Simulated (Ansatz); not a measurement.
MoS2 under changes of volume

One of the cells (18.982 Å³/atom); the others are scaled copies at fixed shape and fractional positions:

```
Mo S
1.0
     3.22746    0.00000    0.00000
    -1.61373    2.79507    0.00000
     0.00000    0.00000    6.31247
Mo S
1 2
Direct
  0.00000 0.00000 0.50000
  0.66667 0.33333 0.74468
  0.33333 0.66667 0.25532
```

Measurements of this composition are mostly on another form, of space group No. 194.

| Quantity | Value |
| --- | --- |
| Program | Ansatz 0.2.0 |
| Functional | PBE |
| Potentials or basis | Ansatz PAW |
| Cutoff | 420 eV (not typed: the program's choice for these potentials) |
| k mesh | 9 × 9 × 4 |
| Occupations | fermi-dirac, width 0.05 eV |
| Spin | no spin polarisation |

```csv
volume (Å³/atom),energy over the lowest point (meV/atom),pressure (GPa),largest force (eV/Å)
17.843,?,?,?
18.222,18.67,7.1,0.972
18.602,5.80,3.9,0.615
18.982,0.00,1.1,0.284
19.361,0.55,-1.5,0.023
19.741,6.81,-3.7,0.307
20.120,18.19,-5.8,0.570
```

What does the run at 17.843 Å³/atom give?

Energy over the lowest point 39.41 meV/atom; pressure 10.6 GPa; largest force 1.358 eV/Å.

Worked out: A Birch-Murnaghan fit of order 3 (a polynomial in V^(-2/3)) to the other rows has its minimum at 19.14 Å³/atom with B0 = V·E''(V) = 129 GPa and B' = 4.3 at fixed shape and positions, which overstates the stiffness. It gives 39.34 meV/atom at 17.843 Å³/atom, against the run's 39.41, and -dE/dV = 10.5 GPa, against 10.6.

Energies are extrapolated to zero smearing.

Caveats: this functional lacks dispersion, which binds the layers, so the pressure and a relaxed spacing across them are unreliable; forces of over 1 eV/Å show positions far from the minimum, so gaps and moduli don't describe the material at rest (some runs).
